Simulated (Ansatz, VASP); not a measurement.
Given: the input of a run of Ansatz 0.2.0 on Sb2Pt (Geversite). 

File input.yaml:

```yaml
crystal:
  lattice:
    - [6.4423, 0.0, 0.0]
    - [0.0, 6.4423, 0.0]
    - [0.0, 0.0, 6.4423]
  atoms:
    - { symbol: Pt, position: [0.0, 0.5, 0.5] }
    - { symbol: Pt, position: [0.5, 0.5, 0.0] }
    - { symbol: Pt, position: [0.5, 0.0, 0.5] }
    - { symbol: Pt, position: [0.0, 0.0, 0.0] }
    - { symbol: Sb, position: [0.3753, 0.1247, 0.8753] }
    - { symbol: Sb, position: [0.1247, 0.8753, 0.3753] }
    - { symbol: Sb, position: [0.8753, 0.3753, 0.1247] }
    - { symbol: Sb, position: [0.6247, 0.6247, 0.6247] }
    - { symbol: Sb, position: [0.6247, 0.8753, 0.1247] }
    - { symbol: Sb, position: [0.8753, 0.1247, 0.6247] }
    - { symbol: Sb, position: [0.1247, 0.6247, 0.8753] }
    - { symbol: Sb, position: [0.3753, 0.3753, 0.3753] }
hamiltonian:
  xc: lda
  pseudopotentials: { kind: paw }
kpoints:
  mp_grid: { grid: [4, 4, 4] }
scf:
  occupations: { method: fermi_dirac, width: 0.05 }
output:
  forces: true
  stress: true
  eigenvalues: true
  write_density: true
  write_potential: true
  elf: true
  volumetric_format: npy
relax:
  f_tol: 0.01
  max_steps: 40
  cell: { stress_tol: 0.05 }
```

Potentials or basis: Ansatz PAW.

Command:

```console
$ ansatz run input.yaml --threads 4 --pin off --max-ram 11264MiB --backend cpu --events-out ev --progress --plain --runs-dir out
```

Problem. Translate it to VASP 6.6.1. Potentials or basis there: LDA PAW files Pt, Sb, 600 eV.

Solution. As run (cutoffs and basis follow the program's own potentials, and thresholds, step limits or extra output files can differ):

The input INCAR:

```
  PREC = Accurate
  ENCUT = 600
  EDIFF = 1E-6
  ISMEAR = -1
  SIGMA = 0.05
  LREAL = F
  LASPH = T
  NELM = 80
  ALGO = Normal
  ISIF = 3
  LWAVE = F
  LCHARG = F
  IBRION = 2
  NSW = 40
  EDIFFG = -0.02
  KPAR = 4
```

File KPOINTS:

```
Automatic mesh
0
Gamma
  4 4 4
```

The input POSCAR:

```
Sb2Pt
1.0
    6.4423000000      0.0000000000      0.0000000000
    0.0000000000      6.4423000000      0.0000000000
    0.0000000000      0.0000000000      6.4423000000
Pt Sb
4 8
Direct
    0.0000000000      0.5000000000      0.5000000000
    0.5000000000      0.5000000000      0.0000000000
    0.5000000000      0.0000000000      0.5000000000
    0.0000000000      0.0000000000      0.0000000000
    0.3753000000      0.1247000000      0.8753000000
    0.1247000000      0.8753000000      0.3753000000
    0.8753000000      0.3753000000      0.1247000000
    0.6247000000      0.6247000000      0.6247000000
    0.6247000000      0.8753000000      0.1247000000
    0.8753000000      0.1247000000      0.6247000000
    0.1247000000      0.6247000000      0.8753000000
    0.3753000000      0.3753000000      0.3753000000
```

Potentials or basis: VASP PAW LDA potentials, release 64 (Pt, Sb).

Launch:

```console
$ cat potpaw_LDA.64/Pt/POTCAR potpaw_LDA.64/Sb/POTCAR > POTCAR
$ mpirun -np 4 vasp_std > vasp.out
```

Both were run:

|  | Ansatz | VASP |
| --- | --- | --- |
| Relaxed volume | 22.10 Å³/atom | 22.14 Å³/atom |
| Relaxed cell | a = 6.425 Å, b = 6.425 Å, c = 6.425 Å, α = 90.00°, β = 90.00°, γ = 90.00° | a = 6.428 Å, b = 6.428 Å, c = 6.428 Å, α = 90.00°, β = 90.00°, γ = 90.00° |
| Space group after relaxing | Pa-3 (No. 205) | Pa-3 (No. 205) |
| Pressure after relaxing | 0.0 GPa | 0.0 GPa |

Ansatz's pressure holds a Pulay term of +0.06 GPa for its cutoff of 420 eV, which the other run lacks.

The potentials hold 192 and 80 valence electrons a cell.

Ansatz's potentials were made for PBE.

Where Ansatz's input types no cutoff or centring, it takes its own default and a Γ-centred mesh.

The two programs' LDA may be different fits to the electron gas.

Pressure is positive in compression.
